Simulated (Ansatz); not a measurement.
## Al: equation of state with PBE

**The experiment to reproduce.**

“The interpretation of polycrystalline coherent inelastic neutron scattering from aluminium”, 2013, pmc:3831299 quotes, for a bulk crystal of Al: bulk modulus 76.9 GPa.

The system is Al.

```xyz
1
Lattice="0.0000 2.0248 2.0248 2.0248 0.0000 2.0248 2.0248 2.0248 0.0000" Properties=species:S:1:pos:R:3 pbc="T T T"
Al    0.0000    0.0000    0.0000
```

```yaml
Program: Ansatz 0.2.0
Task: equation of state
Functional: PBE
Potentials_or_basis: Ansatz PAW
Cutoff: 420 eV
Density_cutoff: 1680 eV
k_mesh: 11 × 11 × 11
Occupations: fermi-dirac, width 0.05 eV
Spin: no spin polarisation
```

The equilibrium volume is 16.51 Å³/atom, the bulk modulus is 79 GPa and the pressure derivative of the bulk modulus is 4.5.

Energy against volume, from the lowest point:
| volume (Å³/atom) | energy (meV/atom) |
| --- | --- |
| 15.607 | 13.49 |
| 15.939 | 5.15 |
| 16.271 | 0.79 |
| 16.603 | 0.00 |
| 16.935 | 2.43 |
| 17.267 | 7.72 |
| 17.599 | 15.58 |

All runs of the series together: 3.6 s on 2 threads of Intel(R) Xeon(R) Platinum 8259CL CPU @ 2.50GHz (Skylake/Cascade Lake) (shared host).

Measured bulk modulus of Al: 76.9 GPa (quoted in “The interpretation of polycrystalline coherent inelastic neutron scattering from aluminium”, 2013, pmc:3831299). This calculation gives 79 GPa (+2.8 %). The fit is for a static lattice scaled at fixed shape and fixed fractional positions. The cell as given is a measured one (16.60 Å³/atom); PBE puts the equilibrium volume -0.5 % from it, thermal expansion not counted.
